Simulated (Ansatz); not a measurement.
**HfH2: energy and pressure over a range of volumes**

The task here is to estimate one member of a computed series from the others.

Program: Ansatz 0.2.0. Level of theory: DFT LDA, scalar-relativistic. These are calculated values, not measurements.

## The starting structure

Symmetry: I4/mmm, No. 139, tetragonal system. The conventional cell has a = 3.478 Å, b = 3.478 Å, c = 4.361 Å, α = 90.00°, β = 90.00°, γ = 90.00°. Around Hf (site symmetry 4/mmm) lie 8 H at 2.05 Å. H (site symmetry -4m2) is surrounded by 4 Hf at 2.05 Å.

Structure file:

```xyz
3
Lattice="-1.7390 1.7390 2.1805 1.7390 -1.7390 2.1805 1.7390 1.7390 -2.1805" Properties=species:S:1:pos:R:3 pbc="T T T"
Hf    0.0000    0.0000    0.0000
H     0.0000    1.7390    1.0902
H     1.7390    0.0000    1.0902
```

Atoms are numbered in the order of the input: Hf1, H2, H3.

Set-up of the first run:

Input file input.yaml:

```yaml
crystal:
  lattice:
    - [-1.7154971189, 1.7154971189, 2.1510301712]
    - [1.7154971189, -1.7154971189, 2.1510301712]
    - [1.7154971189, 1.7154971189, -2.1510301712]
  atoms:
    - { symbol: Hf, position: [0.0, 0.0, 0.0] }
    - { symbol: H, position: [0.75, 0.25, 0.5] }
    - { symbol: H, position: [0.25, 0.75, 0.5] }
kpoints:
  mp_grid: { grid: [12, 12, 12] }
  band_path:
    path:
      - [0.0, 0.0, 0.0]
      - [0.0, 0.0, 0.5]
      - [0.25, 0.25, 0.25]
      - [0.0, 0.5, 0.0]
      - [0.0, 0.0, 0.0]
      - [0.5, 0.5, -0.5]
      - [0.4090109348, 0.5909890652, -0.4090109348]
      - [-0.4090109348, 0.4090109348, 0.4090109348]
      - [0.0, 0.0, 0.0]
    npoints: 5
scf:
  occupations: { method: fermi_dirac, width: 0.03 }
hamiltonian:
  xc: lda
  pseudopotentials: { kind: all_electron, lapw: { basis_error: 0.0005 } }
output:
  forces: true
  stress: true
  eigenvalues: true
```

The run is started by

```
$ ansatz run input.yaml --threads 1 --pin off --max-ram 4096MiB --backend cpu --events-out ev --progress --plain --runs-dir out
```

Among the steps run: Volume × 0.96, LAPW; Volume × 0.96, PAW; Volume × 0.96, crystal datasets; Volume × 0.99, LAPW; Volume × 0.99, PAW; Volume × 0.99, crystal datasets; Volume × 1.02, LAPW; Volume × 1.02, PAW; Volume × 1.02, crystal datasets; Volume × 1.06, LAPW; Volume × 1.06, PAW; Volume × 1.06, crystal datasets.

One of the session's tables, all rows but one given; the rest of the session is left out.

```
          method  volume (Å³/atom)  pressure (GPa)
            LAPW             8.440           -2.55
            LAPW             8.704           -7.02
            LAPW             8.968          -10.84
            LAPW             9.320          -15.10
             PAW             8.440               ?
             PAW             8.704           -7.05
             PAW             8.968          -10.86
             PAW             9.320          -15.11
crystal datasets             8.440           -2.55
crystal datasets             8.704           -7.02
crystal datasets             8.968          -10.84
crystal datasets             9.320          -15.10
```

Q: Estimate the row for PAW, 8.440 from the others.

As computed: pressure (GPa): -2.59. In the column «pressure (GPa)» it lies between crystal datasets, 8.704 (-7.02) and LAPW, 8.440 (-2.55).

To keep in mind: Warnings in the runs' records: gradients without spin orbit, crystal datasets made.
